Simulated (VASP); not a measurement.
## CdTe: single point with HSE06

**Measured values to compare with.**

From a printed reference work, data compilation, for a bulk crystal of CdTe at 0 K: band gap 1.607 eV.

Crystal: CdTe.

```xyz
2
Lattice="0.0000 3.2799 3.2799 3.2799 0.0000 3.2799 3.2799 3.2799 0.0000" Properties=species:S:1:pos:R:3 pbc="T T T"
Cd    0.0000    0.0000    0.0000
Te    1.6400    1.6400    1.6400
```

```yaml
Program: VASP 6.6.1
Task: single point
Functional: HSE06
Potentials_or_basis: VASP PAW PBE potentials, release 64 (Cd, Te)
Cutoff: 520 eV
k_mesh: 4 × 4 × 4
Occupations: gaussian, width 0.01 eV
Spin: no spin polarisation
```

```json
{
  "Pressure": "0.2 GPa",
  "Band gap on the k mesh": "1.44 eV, direct"
}
```

Levels at points of the mesh, in eV from the valence-band top:
| k point | band 6 | band 7 | band 8 | band 9 | band 10 | band 11 | band 12 | band 13 |
| --- | --- | --- | --- | --- | --- | --- | --- | --- |
| (0.00, 0.00, 0.00) | -9.26 | 0.00 | 0.00 | 0.00 | 1.44 | 5.49 | 5.49 | 5.49 |
| (0.50, 0.00, 0.00) | -8.84 | -4.52 | -0.77 | -0.77 | 2.58 | 6.06 | 6.06 | 7.94 |
| (0.50, 0.50, 0.00) | -8.66 | -4.41 | -1.87 | -1.87 | 3.35 | 3.47 | 9.77 | 10.17 |

It took 4.4 min on 1 thread of Intel(R) Xeon(R) 6975P-C (Granite Rapids), on a shared host, peak memory 0.32 GiB.

Against the measured gap of CdTe, 1.607 eV (0 K; a printed reference work, data compilation), the calculated 1.44 eV is off by -0.16 eV. Spin-orbit coupling on Cd, Te is left out. The value is that of HSE06, without temperature or zero-point motion.

Caveat: the PAW data sets were made with another functional, which shifts forces and pressure a little; spin-orbit coupling is left out, which moves the levels of the heavy elements.
